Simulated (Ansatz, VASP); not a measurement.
AgCl in VASP and in Ansatz

The input INCAR:

```
ALGO = Normal
EDIFF = 1E-6
ENCUT = 520
GGA = PE
ISIF = 2
ISMEAR = 0
LASPH = T
LCHARG = T
LELF = T
LREAL = F
LVHAR = T
LWAVE = F
NBANDS = 16
NELM = 60
PREC = Accurate
SIGMA = 0.05
```

The input KPOINTS:

```
k-points
0
Gamma
  8 8 8
```

The input POSCAR:

```
AgCl
1.0
    0.0000000000      3.0305046789      2.6937819368
    3.0305046789      0.0000000000      2.6937819368
    3.0305046789      3.0305046789      0.0000000000
Ag Cl
1 1
Direct
    0.5000000000      0.5000000000      0.5000000000
    0.0000000000      0.0000000000      0.0000000000
```

Input for Ansatz:

```yaml
crystal:
  lattice:
    - [0.0, 3.0305046789, 2.6937819368]
    - [3.0305046789, 0.0, 2.6937819368]
    - [3.0305046789, 3.0305046789, 0.0]
  atoms:
    - { symbol: Ag, position: [0.5, 0.5, 0.5] }
    - { symbol: Cl, position: [0.0, 0.0, 0.0] }
basis:
  ecutwfc: 420
kpoints:
  mp_grid: { grid: [8, 8, 8] }
hamiltonian:
  xc: pbe
scf:
  occupations: { method: gaussian, width: 0.05 }
output:
  forces: true
  stress: true
  eigenvalues: true
```

Change from the starting cell: strain +0.080 along x and y, -0.040 along z, atoms carried along.

Alike in both runs: task single point; functional PBE; k mesh 8 × 8 × 8; occupations gaussian, width 0.05 eV; no spin polarisation.

|  | VASP | Ansatz |
| --- | --- | --- |
| version | VASP 6.6.1 | Ansatz 0.2.0 |
| potentials or method | VASP PAW PBE potentials, release 64 (Ag, Cl) | scalar-relativistic, plane waves, PAW |
| plane-wave cutoff (eV) | 520 | 420 |
| valence electrons in the cell | 18 | 26 |

VASP gave:

```
gap on the k mesh at the Fermi level (eV)       : 0.81
least direct gap on the mesh (eV)               : 2.72
pressure (GPa)                                  : -2.9
largest component of the traceless stress (GPa) : 0.34
```

Problem. Which values does Ansatz return?

Solution. gap on the k mesh at the Fermi level (eV): 0.81; least direct gap on the mesh (eV): 2.72; pressure (GPa): -2.8; largest component of the traceless stress (GPa): 0.28.

The two sets of potentials don't hold the same shells in valence.

A k mesh can miss the band edges.
